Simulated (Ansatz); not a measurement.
Sn in Ansatz: the effect of functional

The system is Sn.

```xyz
2
Lattice="-2.9788 2.9788 1.6203 2.9788 -2.9788 1.6203 2.9788 2.9788 -1.6203" Properties=species:S:1:pos:R:3 pbc="T T T"
Sn    0.0000    0.0000    0.0000
Sn    0.0000    2.9788    0.8102
```

The cell isn't the ideal one: volume scaled by 1.04.

Alike in all runs:

```yaml
Program: Ansatz 0.2.0
Task: single point
Potentials_or_basis: Ansatz PAW
k_mesh: 9 × 9 × 9
Occupations: fermi-dirac, width 0.05 eV
Spin: no spin polarisation
```

| functional | cutoff | pressure (GPa) |
| --- | --- | --- |
| LDA | 420 eV (not typed: the program's choice for these potentials) | ? |
| r2SCAN | 500 eV (not typed: the program's choice for these potentials) | -2.0 |
| PBE | 420 eV (not typed: the program's choice for these potentials) | -0.5 |

**Question.** What does the run with functional LDA give?

**Answer.** Pressure -4.5 GPa.

Caveats: the PAW data sets come from PBE, with cores solved anew for the run's functional, which leaves a small shift of forces and pressure (some runs).
